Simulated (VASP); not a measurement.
# SnTe (Fm-3m) in VASP: electric field gradients with r2SCAN

Aim: the electric field gradients of SnTe with r2SCAN.

Everything below comes from runs of VASP 6.6.1. Logs are shortened: lines on timing, memory, paths and dates and some standing lists are left out, and cuts for length are marked.

## (1) Starting point

The structure is cubic, space group Fm-3m (No. 225). The conventional cell has a = 6.302 Å, b = 6.302 Å, c = 6.302 Å, α = 90.00°, β = 90.00°, γ = 90.00°. Around Sn (site symmetry m-3m) lie 6 Te at 3.15 Å. Te (site symmetry m-3m) is surrounded by 6 Sn at 3.15 Å.

## (2) Electric field gradients, r2SCAN

INCAR reads:

```
  PREC = Accurate
  ENCUT = 520
  EDIFF = 1E-7
  ISMEAR = -1
  SIGMA = 0.05
  LREAL = False
  LASPH = True
  NELM = 100
  ALGO = Normal
  ISIF = 2
  LWAVE = False
  LCHARG = False
  METAGGA = R2SCAN
  LMIXTAU = True
  LEFG = True
```

KPOINTS reads:

```
regular mesh
0
Gamma
  9 9 9
```

POSCAR reads:

```
SnTe
1.0
    0.0000000000      3.1508500000      3.1508500000
    3.1508500000      0.0000000000      3.1508500000
    3.1508500000      3.1508500000      0.0000000000
Sn Te
1 1
Direct
    0.0000000000      0.0000000000      0.0000000000
    0.5000000000      0.5000000000      0.5000000000
```

Potentials or basis: VASP PAW PBE potentials, release 64 (Sn_d, Te).

Launch:

```console
$ cat potpaw_PBE.64/Sn_d/POTCAR potpaw_PBE.64/Te/POTCAR > POTCAR
$ mpirun -np 1 vasp_std > vasp.out
```

OUTCAR:

```text
PREC = Accurate
   ENCUT = 520
   EDIFF = 1E-7
   ISMEAR = -1
   LREAL = False
   LASPH = True
   NELM = 100
   ISIF = 2
   METAGGA = R2SCAN

 ion  position               nearest neighbor table
   1  0.000  0.000  0.000-   2 3.15   2 3.15   2 3.15   2 3.15   2 3.15   2 3.15
   2  0.500  0.500  0.500-   1 3.15   1 3.15   1 3.15   1 3.15   1 3.15   1 3.15

  LATTYP: Found a face centered cubic cell.
 ALAT       =     6.3017000000

  Lattice vectors:

 A1 = (   0.0000000000,   3.1508500000,   3.1508500000)
 A2 = (   3.1508500000,   0.0000000000,   3.1508500000)
 A3 = (   3.1508500000,   3.1508500000,   0.0000000000)

Analysis of symmetry for initial positions (statically):
=====================================================================
 Subroutine PRICEL returns:
 Original cell was already a primitive cell.

 Routine SETGRP: Setting up the symmetry group for a
 face centered cubic supercell.

 Subroutine GETGRP returns: Found 48 space group operations
 (whereof 48 operations were pure point group operations)
 out of a pool of 48 trial point group operations.

The static configuration has the point symmetry O_h .

Analysis of symmetry for dynamics (positions and initial velocities):
=====================================================================
 Subroutine PRICEL returns:
 Original cell was already a primitive cell.

 Routine SETGRP: Setting up the symmetry group for a
 face centered cubic supercell.

 Subroutine GETGRP returns: Found 48 space group operations
 (whereof 48 operations were pure point group operations)
 out of a pool of 48 trial point group operations.

The dynamic configuration has the point symmetry O_h .

 Subroutine INISYM returns: Found 48 space group operations
 (whereof 48 operations are pure point group operations),
 and found     1 'primitive' translations

----------------------------------------------------------------------------------------

                                     Primitive cell

  volume of cell :      62.5624

  direct lattice vectors                    reciprocal lattice vectors
     0.000000000  3.150850000  3.150850000    -0.158687338  0.158687338  0.158687338
     3.150850000  0.000000000  3.150850000     0.158687338 -0.158687338  0.158687338
     3.150850000  3.150850000  0.000000000     0.158687338  0.158687338 -0.158687338

  length of vectors
     4.455974803  4.455974803  4.455974803     0.274854533  0.274854533  0.274854533

  position of ions in fractional coordinates (direct lattice)
     0.000000000  0.000000000  0.000000000
     0.500000000  0.500000000  0.500000000

  ion indices of the primitive-cell ions
   primitive index   ion index
                 1           1
                 2           2

----------------------------------------------------------------------------------------

 KPOINTS: regular mesh

Automatic generation of k-mesh.
 Grid dimensions read from file:
 generate k-points for:    9    9    9

 Generating k-lattice:

  Cartesian coordinates                     Fractional coordinates (reciprocal lattice)
    -0.017631926  0.017631926  0.017631926     0.111111111  0.000000000  0.000000000
     0.017631926 -0.017631926  0.017631926     0.000000000  0.111111111  0.000000000
     0.017631926  0.017631926 -0.017631926     0.000000000  0.000000000  0.111111111

  Length of vectors
     0.030539393  0.030539393  0.030539393

  Shift w.r.t. Gamma in fractional coordinates (k-lattice)
     0.000000000  0.000000000  0.000000000

 Subroutine IBZKPT returns following result:
 ===========================================

 Found     35 irreducible k-points:

 Following reciprocal coordinates:
            Coordinates               Weight
  0.000000  0.000000  0.000000      1.000000
  0.111111  0.000000  0.000000      8.000000
  0.222222  0.000000  0.000000      8.000000
  0.333333  0.000000  0.000000      8.000000
  0.444444  0.000000  0.000000      8.000000
  0.111111  0.111111  0.000000      6.000000
[... 16 lines left out ...]
 -0.333333  0.333333  0.000000     12.000000
  0.444444  0.444444  0.000000      6.000000
 [... further k-points ...]
   k-points           NKPTS =     35   k-points in BZ     NKDIM =     35   number of bands    NBANDS=     14
   number of dos      NEDOS =    301   number of ions     NIONS =      2
   total plane-waves  NPLWV =  46656
   dimension x,y,z NGX =    36 NGY =   36 NGZ =   36
   dimension x,y,z NGXF=    72 NGYF=   72 NGZF=   72
   ions per type =               1   1
   NGX,Y,Z   is equivalent  to a cutoff of  13.43, 13.43, 13.43 a.u.
   NGXF,Y,Z  is equivalent  to a cutoff of  26.86, 26.86, 26.86 a.u.
 SYSTEM =  unknown system
   PREC   = accura    normal or accurate (medium, high low for compatibility)
   ISTART =      0    job   : 0-new  1-cont  2-samecut
   ICHARG =      2    charge: 1-file 2-atom 10-const
   ISPIN  =      1    spin polarized calculation?
   LNONCOLLINEAR =      F non collinear calculations
   LSORBIT =      F    spin-orbit coupling
   LASPH  =      T    aspherical Exc in radial PAW
   ENCUT  =  520.0 eV  38.22 Ry    6.18 a.u.   8.29  8.29  8.29*2*pi/ulx,y,z
   NELM   =    100;   NELMIN=  2; NELMDL= -5     # of ELM steps
   EDIFF  = 0.1E-06   stopping-criterion for ELM
   LREAL  =      F    real-space projection
   EDIFFG = 0.1E-05   stopping-criterion for IOM
   NSW    =      0    number of steps for IOM
   IBRION =     -1    ionic relax: 0-MD 1-quasi-New 2-CG
   NFREE  =      0    steps in history (QN), initial steepest desc. (CG)
   ISIF   =      2    stress and relaxation
   ISYM   =      2    0-nonsym 1-usesym 2-fastsym
   POTIM  = 0.5000    time-step for ionic-motion
   TEBEG  =    0.0;   TEEND  =   0.0 temperature during run
   PSTRESS=    0.0 pullay stress
   NELECT =      20.0000    total number of electrons
   NUPDOWN=      -1.0000    fix difference up-down
   EMIN   =  10.00;   EMAX   =-10.00  energy-range for DOS
   EFERMI =   0.00;   METHOD = LEGACY
   ISMEAR =    -1;   SIGMA  =   0.05  broadening in eV -4-tet -1-fermi 0-gaus
   EFERMI_NEDOS =   21; number of points for ismear=-14 and -15
   IALGO  =     38    algorithm
   IMIX   =      4    mixing-type and parameters
     AMIX     =   0.40;   BMIX     =  1.00
     AMIX_MAG =   1.60;   BMIX_MAG =  1.00
  volume/ion in A,a.u.               =      31.28       211.10
  Fermi-wavevector in a.u.,A,eV,Ry     =   1.119387  2.115336 17.048485  1.253028
  Thomas-Fermi vector in A             =   2.256026
   LORBIT       =      0    0 simple, 1 ext, 2 COOP (PROOUT), +10 PAW based schemes
   METAGGA = R2SCAN    functional components
   LHFCALC =     F    Hartree Fock is set to
   AEXX    =    0.0000 exact exchange contribution
   IVDW    =     0    specifies the selected vdW correction
   LEPSILON=     F    determine dielectric tensor
   LRPA    =     F    only Hartree local field effects (RPA)
 non-spin polarized calculation
  energy-cutoff  :      520.00
  volume of cell :       62.56
 maximum number of plane-waves:      1705
 NGX is ok and might be reduce to    36
   NGX = 17   NGY = 17   NGZ = 17

 number of electron      19.9999998 magnetization

 Free energy of the ion-electron system (eV)
  ---------------------------------------------------
  ext. energy  EPLUGINS =         0.00000000
  ---------------------------------------------------
  free energy    TOTEN  =       -50.67956999 eV

  energy without entropy =      -50.67939996  energy(sigma->0) =      -50.67948498

 E-fermi :   7.0908     XC(G=0): -10.0686

 val. band max:        6.8706862152   @ k =   0.4444   0.0000   0.0000
 cond. band min:       7.3699802591   @ k =   0.4444   0.0000   0.0000
 fundamental gap:      0.4992940440
 Fermi energy:         7.0908108813

 k-point     1 :       0.0000    0.0000    0.0000
  band No.  band energies     occupation
      1     -15.7395      2.00000
      2     -15.7395      2.00000
      3     -15.7285      2.00000
      4     -15.7285      2.00000
      5     -15.7285      2.00000
      6      -6.4831      2.00000
      7       2.2854      2.00000
      8       4.5283      2.00000
      9       4.5283      2.00000
     10       4.5283      2.00000
     11      10.4579      0.00000
     12      10.4580      0.00000
     13      10.4580      0.00000
     14      11.9827      0.00000

 k-point     2 :       0.1111    0.0000    0.0000
  band No.  band energies     occupation
      1     -15.7401      2.00000
      2     -15.7401      2.00000
      3     -15.7283      2.00000
      4     -15.7278      2.00000
      5     -15.7278      2.00000
      6      -6.3729      2.00000
      7       1.5809      2.00000
      8       4.5501      2.00000
      9       4.5501      2.00000
     10       5.0647      2.00000
     11       9.8549      0.00000
     12       9.8549      0.00000
     13       9.9360      0.00000
     14      11.9341      0.00000

 k-point     3 :       0.2222    0.0000    0.0000
  band No.  band energies     occupation
      1     -15.7417      2.00000
      2     -15.7417      2.00000
      3     -15.7278      2.00000
      4     -15.7258      2.00000
      5     -15.7258      2.00000
      6      -6.0572      2.00000
      7       0.3283      2.00000
      8       4.6235      2.00000
      9       4.6235      2.00000
     10       5.8345      2.00000
     11       8.8122      0.00000
     12       8.8122      0.00000
     13       8.9883      0.00000
     14      12.2265      0.00000
[... 324 lines left out ...]
 k-point    23 :      -0.3333    0.3333    0.0000
  band No.  band energies     occupation
      1     -15.7518      2.00000
      2     -15.7410      2.00000
      3     -15.7263      2.00000
      4     -15.7219      2.00000
      5     -15.7199      2.00000
      6      -4.8145      2.00000
      7      -1.1021      2.00000
      8       1.7481      2.00000
      9       3.7975      2.00000
     10       4.6540      2.00000
     11       9.1918      0.00000
     12       9.6647      0.00000
     13      12.3115      0.00000
     14      12.4378      0.00000

 k-point    24 :       0.4444    0.4444    0.0000
  band No.  band energies     occupation
      1     -15.7594      2.00000
      2     -15.7347      2.00000
      3     -15.7323      2.00000
      4     -15.7175      2.00000
      5     -15.7175      2.00000
      6      -4.8651      2.00000
      7       0.1156      2.00000
      8       1.3930      2.00000
      9       2.9338      2.00000
     10       2.9338      2.00000
     11       9.3784      0.00000
     12      12.0490      0.00000
     13      12.0490      0.00000
     14      13.3126      0.00000

 [... further k-points ...]

------------------------ aborting loop because EDIFF is reached ----------------------------------------

  FORCE on cell =-STRESS in cart. coord.  units (eV):
  Direction    XX          YY          ZZ          XY          YZ          ZX
  --------------------------------------------------------------------------------------
  -------------------------------------------------------------------------------------
  Total        0.5987171      0.5987171      0.5987171      0.0000000      0.0000000      0.0000000
  in kB       15.3327141     15.3327141     15.3327141      0.0000000      0.0000000      0.0000000
  external PRESSURE =      15.3327141 kB  Pullay stress =       0.0000000 kB

 VOLUME and BASIS-vectors are now :
 -----------------------------------------------------------------------------
  energy-cutoff  :      520.00
  volume of cell :       62.56
      direct lattice vectors                 reciprocal lattice vectors
     0.000000000  3.150850000  3.150850000    -0.158687338  0.158687338  0.158687338
     3.150850000  0.000000000  3.150850000     0.158687338 -0.158687338  0.158687338
     3.150850000  3.150850000  0.000000000     0.158687338  0.158687338 -0.158687338

 POSITION                                       TOTAL-FORCE (eV/Angst)
 -----------------------------------------------------------------------------------
      0.00000      0.00000      0.00000        -0.000000      0.000000      0.000000
      3.15085      3.15085      3.15085         0.000000     -0.000000     -0.000000
 -----------------------------------------------------------------------------------
    total drift:                               -0.000000      0.000000      0.000000

  FREE ENERGIE OF THE ION-ELECTRON SYSTEM (eV)
  ---------------------------------------------------
  free  energy   TOTEN  =       -50.6795699890 eV

  energy  without entropy=      -50.6793999646  energy(sigma->0) =      -50.67948498

 Electric field gradients (V/A^2)
---------------------------------------------------------------------
 ion       V_xx      V_yy      V_zz      V_xy      V_xz      V_yz
---------------------------------------------------------------------
   1      -0.000    -0.000     0.000    -0.002    -0.002    -0.002
   2      -0.000    -0.000     0.000     0.000     0.000     0.000
---------------------------------------------------------------------

 Electric field gradients after diagonalization (V/A^2)
 (convention: |V_zz| > |V_xx| > |V_yy|)
----------------------------------------------------------------------
 ion       V_xx      V_yy      V_zz     asymmetry (V_yy - V_xx)/ V_zz
----------------------------------------------------------------------
   1       0.002     0.002    -0.004       0.000
   2      -0.000    -0.000     0.000       0.000
----------------------------------------------------------------------

           NMR quadrupolar parameters

 Cq : quadrupolar parameter    Cq=e*Q*V_zz/h
 eta: asymmetry parameters     (V_yy - V_xx)/ V_zz
 Q  : nuclear electric quadrupole moment in mb (millibarn)
----------------------------------------------------------------------
 ion       Cq(MHz)       eta       Q (mb)
----------------------------------------------------------------------
   1      -0.000       0.000       1.000
   2       0.000       0.000       1.000
----------------------------------------------------------------------
```

Wall time 4.9 min (1 thread of AMD EPYC 7R43 (Zen 3), shared host); peak memory 0.18 GiB.

Results:

```yaml
Free_energy: -50.6796 eV
Pressure: 1.5 GPa
```

Levels at points of the mesh, in eV from the Fermi level:
| k point | band 8 | band 9 | band 10 | band 11 | band 12 | band 13 |
| --- | --- | --- | --- | --- | --- | --- |
| (0.00, 0.00, 0.00) | -2.56 | -2.56 | -2.56 | 3.37 | 3.37 | 3.37 |

Electric field gradients, principal values (V/Å²):
| atom | Vxx | Vyy | Vzz |
| --- | --- | --- | --- |
| 1 Sn | 0.002 | 0.002 | -0.004 |
| 2 Te | 0.000 | 0.000 | 0.000 |

Caveat: this odd mesh misses L, where the gap lies, so gap, dielectric constants and Born charges aren't listed; the PAW data sets were made with another functional, which shifts forces and pressure a little. Spin-orbit coupling is left out, which matters for the levels of Te.
